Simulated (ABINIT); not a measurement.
Crystal: MgB2.

```
CELL_PARAMETERS angstrom
3.08500 0.00000 0.00000
-1.54250 2.67169 0.00000
0.00000 0.00000 3.52300
ATOMIC_POSITIONS crystal
Mg 0.00000 0.00000 0.00000
B 0.66667 0.33333 0.50000
B 0.33333 0.66667 0.50000
```

Program: ABINIT 10.8.3 (patched build). Alike in all runs: task band structure; no spin polarisation; cell as given; k mesh 10 × 10 × 8; smearing fermi-dirac 0.05 eV.

Order these runs on this cell by their pressure, lowest first.
A. level AM05; potentials or basis JTH PAW PBE v2.0; cutoff (eV) 517; fine-grid cutoff 1034.03 eV
B. level PBE; potentials or basis SG15 NC PBE v1.2; cutoff (eV) 1143
C. level RPBE; potentials or basis JTH PAW PBE v2.0; cutoff (eV) 517; fine-grid cutoff 1034.03 eV

A (-3.3 GPa), B (-1.7 GPa), C (1.8 GPa).

Caveats: the PAW data sets were made with another functional, which shifts forces and pressure a little (some runs); the atomic spheres overlap (some runs).
